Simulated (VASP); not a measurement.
# Zr6C5 in VASP: further runs, part 2 of 3

VASP 6.6.1.

### Step 3. Single point, PBE

This run uses another cell than the first one, of 27.46 Å³/atom, 0.888 times its volume.

The input, INCAR:

```
PREC     = Accurate       # precision mode
ENCUT    = 750            # plane-wave cutoff, eV
EDIFF    = 1E-7           # SCF threshold, eV
ISMEAR   = 1              # smearing method
SIGMA    = 0.1            # smearing width, eV
LREAL    = False          # projectors in reciprocal space
LASPH    = True           # aspherical terms in the spheres
NELM     = 120            # most SCF steps
ALGO     = Normal         # electronic algorithm
ISIF     = 2              # what is computed and relaxed
LWAVE    = False          # write WAVECAR
LCHARG   = False          # write CHGCAR
LDIPOL   = True         
IDIPOL   = 3            
DIPOL    = 0.5 0.5 0.500
GGA      = PE             # functional
NBANDS   = 65             # bands
LVHAR    = True         
LVACPOTAV= True
```

The input, KPOINTS:

```
regular mesh
0
Gamma
  11 11 1
```

The input, POSCAR:

```
Zr6C5
1.0
    3.3236988564      0.0000000000      0.0000000000
   -1.6618494282      2.8784076442      0.0000000000
    0.0000000000      0.0000000000     31.5689437615
Zr C
6 5
Direct
    0.3333333333      0.6666666667      0.2850903112
    0.0000000000      0.0000000000      0.3710541867
    0.6666666667      0.3333333333      0.4570180622
    0.3333333333      0.6666666667      0.5429819378
    0.0000000000      0.0000000000      0.6289458133
    0.6666666667      0.3333333333      0.7149096888
    0.6666666667      0.3333333333      0.3280722489
    0.3333333333      0.6666666667      0.4140361245
    0.0000000000      0.0000000000      0.5000000000
    0.6666666667      0.3333333333      0.5859638755
    0.3333333333      0.6666666667      0.6719277511
```

Potentials or basis: VASP PAW PBE potentials, release 64 (Zr_sv, C).

The run is started by

```
$ cat potpaw_PBE.64/Zr_sv/POTCAR potpaw_PBE.64/C/POTCAR > POTCAR
$ mpirun -np 1 vasp_std > vasp.out
```

OUTCAR:

```text
PREC = Accurate
   ENCUT = 750
   EDIFF = 1E-7
   ISMEAR = 1
   LREAL = False
   LASPH = True
   NELM = 120
   ISIF = 2
   GGA = PE

 Found     16 irreducible k-points:

 Following reciprocal coordinates:
            Coordinates               Weight
  0.000000  0.000000  0.000000      1.000000
  0.090909 -0.000000  0.000000      6.000000
  0.181818  0.000000  0.000000      6.000000
  0.272727 -0.000000  0.000000      6.000000
  0.363636 -0.000000  0.000000      6.000000
  0.454545  0.000000  0.000000      6.000000
   k-points           NKPTS =     16   k-points in BZ     NKDIM =     16   number of bands    NBANDS=     65
   number of dos      NEDOS =    301   number of ions     NIONS =     11
   total plane-waves  NPLWV = 259200
   dimension x,y,z NGX =    30 NGY =   30 NGZ =  288
   dimension x,y,z NGXF=    60 NGYF=   60 NGZF=  576
   ions per type =               6   5
   NGX,Y,Z   is equivalent  to a cutoff of  15.01, 15.01, 15.17 a.u.
   NGXF,Y,Z  is equivalent  to a cutoff of  30.01, 30.01, 30.33 a.u.
 SYSTEM =  unknown system
   PREC   = accura    normal or accurate (medium, high low for compatibility)
   ISTART =      0    job   : 0-new  1-cont  2-samecut
   ICHARG =      2    charge: 1-file 2-atom 10-const
   ISPIN  =      1    spin polarized calculation?
   LNONCOLLINEAR =      F non collinear calculations
   LSORBIT =      F    spin-orbit coupling
   LASPH  =      T    aspherical Exc in radial PAW
   ENCUT  =  750.0 eV  55.12 Ry    7.42 a.u.   7.42  7.42 70.49*2*pi/ulx,y,z
   NELM   =    120;   NELMIN=  2; NELMDL= -5     # of ELM steps
   EDIFF  = 0.1E-06   stopping-criterion for ELM
   LREAL  =      F    real-space projection
   EDIFFG = 0.1E-05   stopping-criterion for IOM
   NSW    =      0    number of steps for IOM
   IBRION =     -1    ionic relax: 0-MD 1-quasi-New 2-CG
   NFREE  =      0    steps in history (QN), initial steepest desc. (CG)
   ISIF   =      2    stress and relaxation
   ISYM   =      2    0-nonsym 1-usesym 2-fastsym
   POTIM  = 0.5000    time-step for ionic-motion
   TEBEG  =    0.0;   TEEND  =   0.0 temperature during run
   PSTRESS=    0.0 pullay stress
   NELECT =      92.0000    total number of electrons
   NUPDOWN=      -1.0000    fix difference up-down
   EMIN   =  10.00;   EMAX   =-10.00  energy-range for DOS
   EFERMI =   0.00;   METHOD = LEGACY
   ISMEAR =     1;   SIGMA  =   0.10  broadening in eV -4-tet -1-fermi 0-gaus
   EFERMI_NEDOS =   21; number of points for ismear=-14 and -15
   IALGO  =     38    algorithm
   IMIX   =      4    mixing-type and parameters
     AMIX     =   0.40;   BMIX     =  1.00
     AMIX_MAG =   1.60;   BMIX_MAG =  1.00
  volume/ion in A,a.u.               =      27.46       185.28
  Fermi-wavevector in a.u.,A,eV,Ry     =   1.101521  2.081573 16.508608  1.213348
  Thomas-Fermi vector in A             =   2.237949
   LORBIT       =      0    0 simple, 1 ext, 2 COOP (PROOUT), +10 PAW based schemes
   GGA     = PE    functional components
   LHFCALC =     F    Hartree Fock is set to
   AEXX    =    0.0000 exact exchange contribution
   IVDW    =     0    specifies the selected vdW correction
   LEPSILON=     F    determine dielectric tensor
   LRPA    =     F    only Hartree local field effects (RPA)
 non-spin polarized calculation
 Methfessel and Paxton  Order N= 1 SIGMA  =   0.10
  energy-cutoff  :      750.00
  volume of cell :      302.02
 maximum number of plane-waves:     14187
 NGX is ok and might be reduce to    30
   NGX = 15   NGY = 15   NGZ =141

 dipolmoment           0.000000      0.000000      0.000000 electrons x Angstroem

 number of electron      92.0000001 magnetization

 dipolmoment           0.000000      0.000000     -0.000000 electrons x Angstroem

 Free energy of the ion-electron system (eV)
  ---------------------------------------------------
  ext. energy  EPLUGINS =         0.00000000
  ---------------------------------------------------
  free energy    TOTEN  =      -103.76878670 eV

  energy without entropy =     -103.77034011  energy(sigma->0) =     -103.76930450

 E-fermi :   2.8312     XC(G=0):  -6.7808

 val. band max:        2.8131964669   @ k =   0.0000   0.0000   0.0000
 cond. band min:       2.8423956700   @ k =   0.3636  -0.0000   0.0000
 fundamental gap:      0.0291992030
 Fermi energy:         2.8312404128

 k-point     1 :       0.0000    0.0000    0.0000
  band No.  band energies     occupation
      1     -46.2109      2.00000
      2     -46.2109      2.00000
      3     -45.2956      2.00000
      4     -45.2911      2.00000
      5     -45.2245      2.00000
      6     -45.1782      2.00000
[... 50 lines left out ...]
     57       5.4342      0.00000
     58       5.4809      0.00000

 k-point     2 :       0.0909   -0.0000    0.0000
  band No.  band energies     occupation
      1     -46.2060      2.00000
      2     -46.2060      2.00000
      3     -45.2895      2.00000
      4     -45.2855      2.00000
      5     -45.2190      2.00000
      6     -45.1741      2.00000
[... 50 lines left out ...]
     57       5.5678      0.00000
     58       5.6916      0.00000

 k-point     3 :       0.1818    0.0000    0.0000
  band No.  band energies     occupation
      1     -46.1928      2.00000
      2     -46.1928      2.00000
      3     -45.2733      2.00000
      4     -45.2703      2.00000
      5     -45.2041      2.00000
      6     -45.1634      2.00000
[... 50 lines left out ...]
     57       5.6613      0.00000
     58       6.0641      0.00000

 k-point     4 :       0.2727   -0.0000    0.0000
  band No.  band energies     occupation
      1     -46.1755      2.00000
      2     -46.1755      2.00000
      3     -45.2519      2.00000
      4     -45.2502      2.00000
      5     -45.1840      2.00000
      6     -45.1501      2.00000
[... 50 lines left out ...]
     57       6.0695      0.00000
     58       6.1898      0.00000

 k-point     5 :       0.3636   -0.0000    0.0000
  band No.  band energies     occupation
      1     -46.1596      2.00000
      2     -46.1596      2.00000
      3     -45.2323      2.00000
      4     -45.2316      2.00000
      5     -45.1642      2.00000
      6     -45.1389      2.00000
[... 50 lines left out ...]
     57       6.6237      0.00000
     58       6.6549      0.00000

 k-point     6 :       0.4545    0.0000    0.0000
  band No.  band energies     occupation
      1     -46.1501      2.00000
      2     -46.1501      2.00000
      3     -45.2206      2.00000
      4     -45.2203      2.00000
      5     -45.1512      2.00000
      6     -45.1335      2.00000
[... 50 lines left out ...]
     57       7.0302      0.00000
     58       7.1234      0.00000

 [... further k-points ...]

 [bands above 58 left out]

------------------------ aborting loop because EDIFF is reached ----------------------------------------

  FORCE on cell =-STRESS in cart. coord.  units (eV):
  Direction    XX          YY          ZZ          XY          YZ          ZX
  --------------------------------------------------------------------------------------
  -------------------------------------------------------------------------------------
  Total       -1.5136924     -1.5136924     -4.9457866     -0.0000000      0.0000000      0.0000000
  in kB       -8.0299752     -8.0299752    -26.2368647     -0.0000000      0.0000000      0.0000000
  external PRESSURE =     -14.0989384 kB  Pullay stress =       0.0000000 kB

 VOLUME and BASIS-vectors are now :
 -----------------------------------------------------------------------------
  energy-cutoff  :      750.00
  volume of cell :      302.02
      direct lattice vectors                 reciprocal lattice vectors
     3.323698856  0.000000000  0.000000000     0.300869616  0.173707154  0.000000000
    -1.661849428  2.878407644  0.000000000     0.000000000  0.347414308  0.000000000
     0.000000000  0.000000000 31.568943762     0.000000000  0.000000000  0.031676701

 POSITION                                       TOTAL-FORCE (eV/Angst)
 -----------------------------------------------------------------------------------
     -0.00000      1.91894      9.00000        -0.000000     -0.000000      1.534774
      0.00000      0.00000     11.71379         0.000000      0.000000      0.469292
      1.66185      0.95947     14.42758        -0.000000      0.000000     -0.022770
     -0.00000      1.91894     17.14137         0.000000     -0.000000      0.022770
      0.00000      0.00000     19.85516         0.000000      0.000000     -0.469292
      1.66185      0.95947     22.56894         0.000000      0.000000     -1.534774
      1.66185      0.95947     10.35689         0.000000     -0.000000     -1.718909
     -0.00000      1.91894     13.07068         0.000000     -0.000000     -0.192735
      0.00000      0.00000     15.78447         0.000000      0.000000      0.000000
      1.66185      0.95947     18.49826         0.000000      0.000000      0.192735
     -0.00000      1.91894     21.21205         0.000000      0.000000      1.718909
 -----------------------------------------------------------------------------------
    total drift:                                0.000000     -0.000000      0.000000

  FREE ENERGIE OF THE ION-ELECTRON SYSTEM (eV)
  ---------------------------------------------------
  free  energy   TOTEN  =      -103.7687866951 eV

  energy  without entropy=     -103.7703401069  energy(sigma->0) =     -103.76930450

 vacuum level on the upper side and lower side of the slab         7.262         7.262
```

Run time: 13 min. Hardware: 1 thread of Intel Xeon 6975P-C (Granite Rapids), shared host; peak memory 0.79 GiB.

These settings aren't checked as converged: the numbers below hold their error.

Results:

```yaml
Free_energy: -103.7688 eV
Largest_force: 1.719 eV/Å
Band_gap_on_the_k_mesh: none (metal or under the smearing width)
Work_function_of_the_upper_face: 4.43 eV
Work_function_of_the_lower_face: 4.43 eV
```

### Step 4. Single point, PBE

This run uses another cell than the first one, of 22.24 Å³/atom, 0.719 times its volume.

Changes to INCAR since step 3:

```diff
@@ -1,3 +1,3 @@
 PREC     = Accurate       # precision mode
-ENCUT    = 750            # plane-wave cutoff, eV
+ENCUT    = 340            # plane-wave cutoff, eV
 EDIFF    = 1E-7           # SCF threshold, eV
```

The input, KPOINTS:

```
regular mesh
0
Gamma
  4 4 1
```

The input, POSCAR:

```
Zr6C5
1.0
    3.3236988564      0.0000000000      0.0000000000
   -1.6618494282      2.8784076442      0.0000000000
    0.0000000000      0.0000000000     25.5689437615
Zr C
6 5
Direct
    0.3333333333      0.6666666667      0.2346596737
    0.0000000000      0.0000000000      0.3407958042
    0.6666666667      0.3333333333      0.4469319347
    0.3333333333      0.6666666667      0.5530680653
    0.0000000000      0.0000000000      0.6592041958
    0.6666666667      0.3333333333      0.7653403263
    0.6666666667      0.3333333333      0.2877277390
    0.3333333333      0.6666666667      0.3938638695
    0.0000000000      0.0000000000      0.5000000000
    0.6666666667      0.3333333333      0.6061361305
    0.3333333333      0.6666666667      0.7122722610
```

The run is started by

```
$ cat potpaw_PBE.64/Zr_sv/POTCAR potpaw_PBE.64/C/POTCAR > POTCAR
$ mpirun -np 1 vasp_std > vasp.out
```

It took 43 s on 1 thread of Intel Xeon 6975P-C (Granite Rapids), shared host; peak memory 0.24 GiB.

The run converged, but a check on its numbers failed (symmetry, net force, bounds or a known fault of this set-up), so they aren't taken as properties of the slab.

Caveat: the k mesh is coarse (spacing up to 0.55 Å⁻¹), so the values aren't converged; the cutoff lies under the usual one of these potentials, so the numbers hold a large basis-set error.

(Part 2 of 3 ends here.)
